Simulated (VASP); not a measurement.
SiC:

```
Si C
1.0
     3.07983    0.00000    0.00000
    -1.53992    2.66722    0.00000
     0.00000    0.00000   15.11167
Si C
6 6
Direct
  0.00000 0.00000 0.12504
  0.00000 0.00000 0.62504
  0.33333 0.66667 0.29182
  0.66667 0.33333 0.79182
  0.33333 0.66667 0.95831
  0.66667 0.33333 0.45831
  0.00000 0.00000 0.99969
  0.00000 0.00000 0.49969
  0.33333 0.66667 0.16683
  0.66667 0.33333 0.66683
  0.33333 0.66667 0.83332
  0.66667 0.33333 0.33332
```

Base run:

```yaml
Program: VASP 6.6.1
Functional: HSE06
Potentials_or_basis: VASP PAW PBE potentials, release 64 (Si, C)
Cutoff: 520 eV
k_mesh: 6 × 6 × 1
Occupations: gaussian, width 0.03 eV
Spin: no spin polarisation
```

Its results: band gap on the k mesh 2.94 eV, indirect (least direct gap 4.15 eV); pressure -1.8 GPa; largest force 0.018 eV/Å.

Problem. The run is repeated on the same cell with these changes: functional from HSE06 to PBEsol. What comes out?

Solution. Band gap on the k mesh 1.91 eV, indirect (least direct gap 3.01 eV); pressure 0.2 GPa; largest force 0.015 eV/Å.

HSE06 gives the wider gap, since exact exchange removes part of the self-interaction.

Caveats: the PAW data sets were made with another functional, which shifts forces and pressure a little.
